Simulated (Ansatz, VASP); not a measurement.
HgTe: VASP beside Ansatz

INCAR

```
SYSTEM = HgTe
PREC = Accurate
ENCUT = 520
EDIFF = 1E-6
ISMEAR = -1
SIGMA = 0.08
LREAL = .False.
LASPH = .True.
NELM = 100
ALGO = Normal
ISIF = 2
LWAVE = .False.
LCHARG = .True.
GGA = PE
LELF = .True.
LVHAR = .True.
NBANDS = 16
```

File KPOINTS:

```
regular mesh
0
Gamma
  10 10 10
  0 0 0
```

Contents of POSCAR:

```
HgTe
1.0
    0.0000000000      2.9215000000      2.9507150000
    2.9215000000      0.0000000000      2.9507150000
    2.9215000000      2.9215000000      0.0000000000
Hg Te
1 1
Direct
    0.0000000000      0.0000000000      0.0000000000
    0.5000000000      0.5000000000      0.5000000000
```

Input for Ansatz:

```yaml
crystal:
  lattice:
    - [0.0, 2.9215, 2.950715]
    - [2.9215, 0.0, 2.950715]
    - [2.9215, 2.9215, 0.0]
  atoms:
    - { symbol: Hg, position: [0.0, 0.0, 0.0] }
    - { symbol: Te, position: [0.5, 0.5, 0.5] }
kpoints:
  mp_grid: { grid: [10, 10, 10] }
  band_path:
    path:
      - [0.0, 0.0, 0.0]
      - [0.0, 0.5, 0.5]
      - [0.25, 0.75, 0.5]
      - [0.0, 0.5, 0.0]
      - [0.0, 0.0, 0.0]
      - [0.5, 0.5, 0.0]
      - [0.3725370062, 0.6274629938, 0.0]
      - [-0.3725370062, 0.3725370062, 0.0]
      - [0.0, 0.0, 0.0]
    npoints: 5
scf:
  occupations: { method: fermi_dirac, width: 0.08 }
hamiltonian:
  xc: pbe
  pseudopotentials: { kind: all_electron, lapw: { basis_error: 0.001 } }
output:
  forces: true
  stress: true
  eigenvalues: true
```

Change from the starting cell: zz strain of +1 %.

Alike in both runs: task single point; functional PBE; k mesh 10 × 10 × 10; occupations fermi-dirac, width 0.08 eV; no spin polarisation.

```csv
,VASP,Ansatz
version,VASP 6.6.1,Ansatz 0.2.0
potentials or method,"VASP PAW PBE potentials, release 64 (Hg, Te)","all-electron LAPW, scalar-relativistic"
plane-wave cutoff (eV),520,see its input
```

```csv
,VASP,Ansatz,Ansatz less VASP
pressure (GPa),9.7,9.4,-0.23
largest component of the traceless stress (GPa),0.91,0.89,-0.018
```

Ansatz ran all-electron here, so the differences hold the error of VASP's frozen core and of both bases.

Spin-orbit coupling is left out, which matters for the levels of Hg, Te.
